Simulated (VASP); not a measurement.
# Ag (I4/mmm) in VASP: further runs

The runs below take Ag through single point, with LDA.

All numbers are computed with VASP 6.6.1; they aren't measurements. Logs are shortened: lines on timing, memory, paths and dates and some standing lists are left out, and cuts for length are marked.

**1. The cell of the first run**

Symmetry: I4/mmm, No. 139, tetragonal system. The conventional cell has a = 3.106 Å, b = 3.106 Å, c = 4.086 Å, α = 90.00°, β = 90.00°, γ = 90.00°. Around Ag (site symmetry 4/mmm) lie 12 Ag at 3.00 to 3.11 Å.

This isn't the form of Ag at room conditions, which is fcc.

**2. Single point, LDA (strain +0.0750 x Voigt [1, 1, 0, 0, 0, 0], atoms carried along)**

Input file INCAR:

```
ALGO = Fast ; EDIFF = 1E-6
ENCUT = 520 ; GGA = CA
ISIF = 2 ; ISMEAR = 0
LASPH = True ; LCHARG = True
LELF = True ; LREAL = False
LVHAR = True ; LWAVE = False
NBANDS = 12 ; NELM = 100
PREC = Accurate ; SIGMA = 0.15
```

Input file KPOINTS:

```
k-points
0
Gamma
  20 20 20
```

Input file POSCAR:

```
Ag
1.0
    0.0000000000      2.1963325000      2.0431000000
    2.1963325000      0.0000000000      2.0431000000
    2.1963325000      2.1963325000      0.0000000000
Ag
1
Direct
    0.0000000000      0.0000000000      0.0000000000
```

Potentials or basis: VASP PAW LDA potentials, release 64 (Ag).

Started as:

```
> cat potpaw_LDA.64/Ag/POTCAR > POTCAR
> mpirun -np 1 vasp_std > vasp.out
```

OUTCAR:

```text
EDIFF = 1E-6
   ENCUT = 520
   GGA = CA
   ISIF = 2
   ISMEAR = 0
   LASPH = True
   LREAL = False
   NELM = 100
   PREC = Accurate

 ion  position               nearest neighbor table
   1  0.000  0.000  0.000-

  LATTYP: Found a body centered tetragonal cell.
 ALAT       =     3.1060832090
 C/A-ratio  =     1.3155474999

  Lattice vectors:

 A1 = (   0.0000000000,  -2.1963325000,  -2.0431000000)
 A2 = (   0.0000000000,   2.1963325000,  -2.0431000000)
 A3 = (   2.1963325000,   0.0000000000,   2.0431000000)

Analysis of symmetry for initial positions (statically):
=====================================================================
 Subroutine PRICEL returns:
 Original cell was already a primitive cell.

 Routine SETGRP: Setting up the symmetry group for a
 body centered tetragonal supercell.

 Subroutine GETGRP returns: Found 16 space group operations
 (whereof 16 operations were pure point group operations)
 out of a pool of 16 trial point group operations.

The static configuration has the point symmetry D_4h.

Analysis of symmetry for dynamics (positions and initial velocities):
=====================================================================
 Subroutine PRICEL returns:
 Original cell was already a primitive cell.

 Routine SETGRP: Setting up the symmetry group for a
 body centered tetragonal supercell.

 Subroutine GETGRP returns: Found 16 space group operations
 (whereof 16 operations were pure point group operations)
 out of a pool of 16 trial point group operations.

The dynamic configuration has the point symmetry D_4h.

 Subroutine INISYM returns: Found 16 space group operations
 (whereof 16 operations are pure point group operations),
 and found     1 'primitive' translations

----------------------------------------------------------------------------------------

                                     Primitive cell

  volume of cell :      19.7113

  direct lattice vectors                    reciprocal lattice vectors
     0.000000000  2.196332500  2.043100000    -0.227652234  0.227652234  0.244726151
     2.196332500  0.000000000  2.043100000     0.227652234 -0.227652234  0.244726151
     2.196332500  2.196332500  0.000000000     0.227652234  0.227652234 -0.244726151

  length of vectors
     2.999688994  2.999688994  3.106083209     0.404403225  0.404403225  0.404403225

  position of ions in fractional coordinates (direct lattice)
     0.000000000  0.000000000  0.000000000

  ion indices of the primitive-cell ions
   primitive index   ion index
                 1           1

----------------------------------------------------------------------------------------

 KPOINTS: k-points

Automatic generation of k-mesh.
 Grid dimensions read from file:
 generate k-points for:   20   20   20

 Generating k-lattice:

  Cartesian coordinates                     Fractional coordinates (reciprocal lattice)
    -0.011382612  0.011382612  0.012236308     0.050000000  0.000000000  0.000000000
     0.011382612 -0.011382612  0.012236308     0.000000000  0.050000000  0.000000000
     0.011382612  0.011382612 -0.012236308     0.000000000  0.000000000  0.050000000

  Length of vectors
     0.020220161  0.020220161  0.020220161

  Shift w.r.t. Gamma in fractional coordinates (k-lattice)
     0.000000000  0.000000000  0.000000000

 Subroutine IBZKPT returns following result:
 ===========================================

 Found    641 irreducible k-points:

 Following reciprocal coordinates:
            Coordinates               Weight
  0.000000  0.000000  0.000000      1.000000
  0.050000 -0.000000  0.000000      8.000000
  0.100000 -0.000000  0.000000      8.000000
  0.150000 -0.000000  0.000000      8.000000
  0.200000 -0.000000  0.000000      8.000000
  0.250000 -0.000000  0.000000      8.000000
[... 16 lines left out ...]
 -0.400000  0.050000  0.000000      8.000000
 -0.350000  0.050000  0.000000      8.000000
 [... further k-points ...]
   k-points           NKPTS =    641   k-points in BZ     NKDIM =    641   number of bands    NBANDS=     12
   number of dos      NEDOS =    301   number of ions     NIONS =      1
   total plane-waves  NPLWV =  13824
   dimension x,y,z NGX =    24 NGY =   24 NGZ =   24
   dimension x,y,z NGXF=    48 NGYF=   48 NGZF=   48
   ions per type =               1
   NGX,Y,Z   is equivalent  to a cutoff of  13.30, 13.30, 12.85 a.u.
   NGXF,Y,Z  is equivalent  to a cutoff of  26.60, 26.60, 25.69 a.u.
 SYSTEM =  unknown system
   PREC   = accura    normal or accurate (medium, high low for compatibility)
   ISTART =      0    job   : 0-new  1-cont  2-samecut
   ICHARG =      2    charge: 1-file 2-atom 10-const
   ISPIN  =      1    spin polarized calculation?
   LNONCOLLINEAR =      F non collinear calculations
   LSORBIT =      F    spin-orbit coupling
   LASPH  =      T    aspherical Exc in radial PAW
   ENCUT  =  520.0 eV  38.22 Ry    6.18 a.u.   5.58  5.58  5.78*2*pi/ulx,y,z
   NELM   =    100;   NELMIN=  2; NELMDL= -5     # of ELM steps
   EDIFF  = 0.1E-05   stopping-criterion for ELM
   LREAL  =      F    real-space projection
   EDIFFG = 0.1E-04   stopping-criterion for IOM
   NSW    =      0    number of steps for IOM
   IBRION =     -1    ionic relax: 0-MD 1-quasi-New 2-CG
   NFREE  =      0    steps in history (QN), initial steepest desc. (CG)
   ISIF   =      2    stress and relaxation
   ISYM   =      2    0-nonsym 1-usesym 2-fastsym
   POTIM  = 0.5000    time-step for ionic-motion
   TEBEG  =    0.0;   TEEND  =   0.0 temperature during run
   PSTRESS=    0.0 pullay stress
   NELECT =      11.0000    total number of electrons
   NUPDOWN=      -1.0000    fix difference up-down
   EMIN   =  10.00;   EMAX   =-10.00  energy-range for DOS
   EFERMI =   0.00;   METHOD = LEGACY
   ISMEAR =     0;   SIGMA  =   0.15  broadening in eV -4-tet -1-fermi 0-gaus
   EFERMI_NEDOS =   21; number of points for ismear=-14 and -15
   IALGO  =     68    algorithm
   IMIX   =      4    mixing-type and parameters
     AMIX     =   0.40;   BMIX     =  1.00
     AMIX_MAG =   1.60;   BMIX_MAG =  1.00
  volume/ion in A,a.u.               =      19.71       133.02
  Fermi-wavevector in a.u.,A,eV,Ry     =   1.347826  2.547022 24.716815  1.816635
  Thomas-Fermi vector in A             =   2.475545
   LORBIT       =      0    0 simple, 1 ext, 2 COOP (PROOUT), +10 PAW based schemes
   GGA     = CA    functional components
   LHFCALC =     F    Hartree Fock is set to
   AEXX    =    0.0000 exact exchange contribution
   IVDW    =     0    specifies the selected vdW correction
   LEPSILON=     F    determine dielectric tensor
   LRPA    =     F    only Hartree local field effects (RPA)
 non-spin polarized calculation
 RMM-DIIS sequential band-by-band and
 Gauss-broadening in eV      SIGMA  =   0.15
  energy-cutoff  :      520.00
  volume of cell :       19.71
 maximum number of plane-waves:       548
   NGX = 11   NGY = 11   NGZ = 11

 number of electron      10.9999997 magnetization

 Free energy of the ion-electron system (eV)
  ---------------------------------------------------
  ext. energy  EPLUGINS =         0.00000000
  ---------------------------------------------------
  free energy    TOTEN  =        -3.55340400 eV

  energy without entropy =       -3.55027870  energy(sigma->0) =       -3.55184135

 E-fermi :   6.2684     XC(G=0): -11.7505

 val. band max:        6.2591298581   @ k =  -0.2500   0.3000   0.0500
 cond. band min:       6.2931855990   @ k =   0.5000   0.0500   0.2000
 fundamental gap:      0.0340557409
 Fermi energy:         6.2684333905

 k-point     1 :       0.0000    0.0000    0.0000
  band No.  band energies     occupation
      1      -0.5563      2.00000
      2       1.8612      2.00000
      3       1.8612      2.00000
      4       2.2034      2.00000
      5       2.5890      2.00000
      6       2.9400      2.00000
      7      21.9895      0.00000
      8      24.3979      0.00000
      9      24.3979      0.00000
     10      24.9156      0.00000
     11      29.0914      0.00000
     12      29.2558      0.00000

 k-point     2 :       0.0500   -0.0000    0.0000
  band No.  band energies     occupation
      1      -0.4863      2.00000
      2       1.8610      2.00000
      3       1.8788      2.00000
      4       2.2065      2.00000
      5       2.5867      2.00000
      6       2.9305      2.00000
      7      21.9623      0.00000
      8      23.8533      0.00000
      9      24.3933      0.00000
     10      24.7709      0.00000
     11      28.8103      0.00000
     12      29.4498      0.00000

 k-point     3 :       0.1000   -0.0000    0.0000
  band No.  band energies     occupation
      1      -0.2817      2.00000
      2       1.8583      2.00000
      3       1.9242      2.00000
      4       2.2217      2.00000
      5       2.5871      2.00000
      6       2.9062      2.00000
      7      21.5126      0.00000
      8      22.8652      0.00000
      9      24.3658      0.00000
     10      24.7103      0.00000
     11      28.0702      0.00000
     12      28.9845      0.00000
[... 286 lines left out ...]
 k-point    23 :      -0.4000    0.0500    0.0000
  band No.  band energies     occupation
      1       0.7766      2.00000
      2       1.8440      2.00000
      3       2.1370      2.00000
      4       3.1817      2.00000
      5       3.3278      2.00000
      6       5.1057      2.00000
      7      10.8005      0.00000
      8      21.1041      0.00000
      9      22.1428      0.00000
     10      22.7302      0.00000
     11      26.5886      0.00000
     12      27.5039      0.00000

 k-point    24 :      -0.3500    0.0500    0.0000
  band No.  band energies     occupation
      1       0.8178      2.00000
      2       1.8863      2.00000
      3       2.1782      2.00000
      4       3.0582      2.00000
      5       3.1639      2.00000
      6       4.1357      2.00000
      7      12.3747      0.00000
      8      21.4312      0.00000
      9      22.6771      0.00000
     10      22.8133      0.00000
     11      26.4832      0.00000
     12      27.3009      0.00000

 [... further k-points ...]

------------------------ aborting loop because EDIFF is reached ----------------------------------------

  FORCE on cell =-STRESS in cart. coord.  units (eV):
  Direction    XX          YY          ZZ          XY          YZ          ZX
  --------------------------------------------------------------------------------------
  -------------------------------------------------------------------------------------
  Total       -1.9758824     -1.9758824     -1.8331523      0.0000000      0.0000000      0.0000000
  in kB     -160.6038249   -160.6038249   -149.0024248      0.0000000      0.0000000      0.0000000
  external PRESSURE =    -156.7366915 kB  Pullay stress =       0.0000000 kB

 VOLUME and BASIS-vectors are now :
 -----------------------------------------------------------------------------
  energy-cutoff  :      520.00
  volume of cell :       19.71
      direct lattice vectors                 reciprocal lattice vectors
     0.000000000  2.196332500  2.043100000    -0.227652234  0.227652234  0.244726151
     2.196332500  0.000000000  2.043100000     0.227652234 -0.227652234  0.244726151
     2.196332500  2.196332500  0.000000000     0.227652234  0.227652234 -0.244726151

 POSITION                                       TOTAL-FORCE (eV/Angst)
 -----------------------------------------------------------------------------------
      0.00000      0.00000      0.00000         0.000000     -0.000000      0.000000
 -----------------------------------------------------------------------------------
    total drift:                               -0.000000      0.000000     -0.000000

  FREE ENERGIE OF THE ION-ELECTRON SYSTEM (eV)
  ---------------------------------------------------
  free  energy   TOTEN  =        -3.5534040046 eV

  energy  without entropy=       -3.5502787041  energy(sigma->0) =       -3.55184135
```

Run time: 37 s. Hardware: 1 thread of Intel Xeon 6975P-C (Granite Rapids), shared host; peak memory 0.24 GiB.

Results:

* Free energy: -3.5534 eV
* Pressure: -15.7 GPa
* Band gap on the k mesh: none (metal or under the smearing width)

Stress tensor (GPa, compression positive):
```
-16.06   0.00   0.00
  0.00 -16.06   0.00
  0.00   0.00 -14.90
```

Caveat: so large a pressure means that the cell lies far from this level's equilibrium, or that cutoff or potentials fall short.

**3. Single point, LDA (strain +0.1500 x Voigt [1, 1, 0, 0, 0, 0], atoms carried along)**

Input file INCAR:

```
PREC = Accurate ; ENCUT = 520
EDIFF = 1E-7 ; ISMEAR = 0
SIGMA = 0.15 ; LREAL = False
LASPH = True ; NELM = 100
ALGO = Fast ; ISIF = 2
LWAVE = False ; LCHARG = False
NBANDS = 12
```

Input file KPOINTS:

```
Automatic mesh
0
Gamma
  20 20 20
```

Input file POSCAR:

```
Ag
1.0
    0.0000000000      2.3495650000      2.0431000000
    2.3495650000      0.0000000000      2.0431000000
    2.3495650000      2.3495650000      0.0000000000
Ag
1
Direct
    0.0000000000      0.0000000000      0.0000000000
```

Potentials or basis: VASP PAW LDA potentials, release 64 (Ag).

Started as:

```
> cat potpaw_LDA.64/Ag/POTCAR > POTCAR
> mpirun -np 1 vasp_std > vasp.out
```

Wall time 48 s (1 thread of Intel Xeon 6975P-C (Granite Rapids), shared host); peak memory 0.27 GiB.

The run converged. Its results:

```
Free energy            : -3.2479 eV
Pressure               : -17.5 GPa
Band gap on the k mesh : none (metal or under the smearing width)
```

Stress tensor (GPa, compression positive):
```
-17.75   0.00   0.00
  0.00 -17.75   0.00
  0.00   0.00 -17.06
```

Levels at points of the mesh, in eV from the Fermi level:
| k point | band 3 | band 4 | band 5 | band 6 | band 7 | band 8 | band 9 | band 10 |
| --- | --- | --- | --- | --- | --- | --- | --- | --- |
| (0.00, 0.00, 0.00) | -4.10 | -3.62 | -3.61 | -3.13 | 15.44 | 16.98 | 16.98 | 17.46 |
| (0.50, 0.00, 0.00) | -3.69 | -2.98 | -2.71 | 0.29 | 2.31 | 13.46 | 13.51 | 17.69 |
| (0.50, 0.50, 0.00) | -2.84 | -2.70 | -2.70 | 3.20 | 6.76 | 7.82 | 7.82 | 12.50 |
| (0.50, 0.00, 0.50) | -2.92 | -2.91 | -2.59 | 1.21 | 3.88 | 9.96 | 10.17 | 15.01 |

Caveat: so large a pressure means that the cell lies far from this level's equilibrium, or that cutoff or potentials fall short.

[end of part 1 of 2]
